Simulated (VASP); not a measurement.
**VASP 6.6.1 run: TiO2**

INCAR

```
LMAXMIX = 4
NELM = 86
EDIFFG = -5E-3
SIGMA = 0.02
ISIF = 3
IBRION = 2
ENCUT = 600
LCHARG = .FALSE.
MAGMOM = 0.5 0.5 -0.5
EDIFF = 1E-7
GGA = CA
LASPH = .TRUE.
NSW = 40
PREC = Accurate
ISPIN = 2
NBANDS = 19
LREAL = .FALSE.
LWAVE = .FALSE.
ISMEAR = -1
```

KPOINTS

```
KPOINTS created by Atomic Simulation Environment
0
Gamma
8 8 8
0 0 0
```

POSCAR

```
Ti O
 1.0000000000000000
     0.0000000000000000    2.4149673384147921    2.4149673384147921
     2.4149673384147921    0.0000000000000000    2.4149673384147921
     2.4149673384147921    2.4149673384147921    0.0000000000000000
 Ti  O
   1   2
Cartesian
  0.0000000000000000  0.0000000000000000 -0.0000000000000000
  1.2074836692073960  1.2074836692073960  1.2074836692073960
  3.6224510076221881  3.6224510076221881  3.6224510076221881
```

The recommended LDA PAW datasets give the neutral cell 24 valence electrons.

Command

```
mpirun -np 1 vasp_std
```

OSZICAR

```
N       E                     dE             d eps       ncg     rms          rms(c)
DAV:   1     0.262190948575E+03    0.26219E+03   -0.13822E+04  2204   0.162E+03
DAV:   2    -0.147341532783E+02   -0.27693E+03   -0.26221E+03  2429   0.434E+02
DAV:   3    -0.371864171936E+02   -0.22452E+02   -0.22112E+02  2560   0.126E+02
DAV:   4    -0.379720038119E+02   -0.78559E+00   -0.78348E+00  3071   0.211E+01
DAV:   5    -0.379863968619E+02   -0.14393E-01   -0.14369E-01  2519   0.275E+00    0.211E+01
DAV:   6    -0.295690621388E+02    0.84173E+01   -0.43184E+01  2677   0.752E+01    0.103E+01
DAV:   7    -0.290790873556E+02    0.48997E+00   -0.12838E+01  2642   0.313E+01    0.618E+00
DAV:   8    -0.289179499523E+02    0.16114E+00   -0.34077E-01  2525   0.550E+00    0.466E+00
DAV:   9    -0.289110376179E+02    0.69123E-02   -0.29908E+00  2583   0.150E+01    0.411E+00
DAV:  10    -0.287203222481E+02    0.19072E+00   -0.70605E-01  2884   0.691E+00    0.121E+00
...
       N       E                     dE             d eps       ncg     rms          rms(c)
DAV:   1    -0.287756153853E+02   -0.24498E-03   -0.57855E-03  2532   0.914E-01    0.139E-01
DAV:   2    -0.287754128183E+02    0.20257E-03   -0.65513E-04  2484   0.323E-01    0.503E-02
DAV:   3    -0.287753886566E+02    0.24162E-04   -0.32728E-04  2438   0.117E-01    0.265E-02
DAV:   4    -0.287753811775E+02    0.74790E-05   -0.65652E-05  3040   0.855E-02    0.110E-02
DAV:   5    -0.287753829505E+02   -0.17730E-05   -0.39968E-06  2468   0.168E-02    0.791E-03
DAV:   6    -0.287753855453E+02   -0.25948E-05   -0.44219E-06  2606   0.126E-02    0.704E-03
DAV:   7    -0.287753859605E+02   -0.41521E-06   -0.17908E-06  2430   0.131E-02    0.843E-04
DAV:   8    -0.287753859955E+02   -0.34988E-07   -0.14229E-07  2144   0.249E-03
   4 F= -.28775386E+02 E0= -.28775386E+02  d E =-.720347E-01  mag=     0.0000
```

Standard output (part)

```
POSCAR found type information on POSCAR TiO
 POSCAR found :  2 types and       3 ions
 LDA part: xc-table for (Slater(with rela. corr.)+CA(PZ))
 , standard interpolation
 POSCAR, INCAR and KPOINTS ok, starting setup
 WAVECAR not read
 entering main loop
 curvature:   0.00 expect dE= 0.000E+00 dE for cont linesearch  0.000E+00
 search vector abs. value=  0.306E+00
 bond charge predicted
 trial-energy change:    0.045499  1 .order    0.062062   -0.306189    0.430313
 bond charge predicted
 curvature:  -0.21 expect dE=-0.157E-04 dE for cont linesearch -0.157E-04
 ZBRENT: interpolating
 opt :   0.4581  next Energy=   -28.775385 (dE=-0.720E-01)
 bond charge predicted
 curvature:  -0.19 expect dE=-0.121E-05 dE for cont linesearch -0.121E-05
 search vector abs. value=  0.624E-05
 reached required accuracy - stopping structural energy minimisation
```

| ionic step | ΔE (meV/atom) | volume (Å³) | largest force (eV/Å) | pressure (GPa) | electronic steps |
| --- | --- | --- | --- | --- | --- |
| 1 | 0.0 | 28.17 | 0.000 | -14.33 | 20 |
| 2 | 15.2 | 24.88 | 0.000 | 22.80 | 11 |
| 3 | -24.0 | 26.66 | 0.000 | -0.24 | 12 |
| 4 | -24.0 | 26.63 | 0.000 | 0.07 | 8 |

It converged. Results: relaxed cell vector lengths 3.352, 3.352, 3.352 Å; relaxed cell volume 26.63 Å³; magnetic moment of the cell 0.00 μB.

For comparison, a separate LDA relaxation on usual settings, not on those above, ends at 26.64 Å³.

The run above took about 2.2 min on one core of a shared host (Intel Xeon Platinum 8488C) and held 0.18 GiB at most.
